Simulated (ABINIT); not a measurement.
Planning a run of ABINIT 10.8.3 on BP (F-43m). The input:

```
acell 3*1.0 Angstrom
rprim 
  0.000000000000 2.269000000000 2.269000000000
  2.269000000000 0.000000000000 2.269000000000
  2.269000000000 2.269000000000 0.000000000000
ntypat 2
znucl 5 15
natom 2
typat 1 2
xred 
  0.000000000000 0.000000000000 0.000000000000
  0.250000000000 0.250000000000 0.250000000000
pp_dirpath "pseudos"
pseudos "B.upf, P.upf"
ecut 34
ngkpt 6 6 6
nshiftk 1
shiftk 0 0 0
kptopt 1
chksymbreak 0
istwfk *1
occopt 1
irdwfk 1
optdriver 3
nband 91
ecuteps 8
inclvkb 2
awtr 1
symchi 1
indata_prefix "in"
outdata_prefix "out"
tmpdata_prefix "tmp"
```

```sh
OMP_NUM_THREADS=1 mpirun -n 4 abinit run.abi > log
```

Q: Estimate wall time and host memory on 4 MPI ranks of Arm Neoverse V2, shared host.

It took 33 s; on shared hardware allow 17 s to 67 s. Peak host memory was 0.71 GiB.

[Paths, hosts, dates, memory and timing lines, banners, echoed tables and standing remarks are left out of the program output.]

[Logs are printed without paths, hosts, clocks, repeated set-up lines and the standing remarks that a program may print on its own settings, such as how far it seeks lower states.]

[Runs of the session that timed out or met a known fault of the program may be left out.]

[Hosts, paths, dates, database ids (printed as entryN), source tags and the programs' standing remarks are cut or masked in the printed files.]

[G0W0 gaps are taken among the corrected bands and points alone; a level outside them can change the order at an edge.]

[Where Ansatz stands beside ABINIT at settings called matched, ABINIT's density can come from a denser mesh and the files from another edition; pairs whose starting gaps differed by over 0.03 eV were left out, so agreement reads better than it is.]
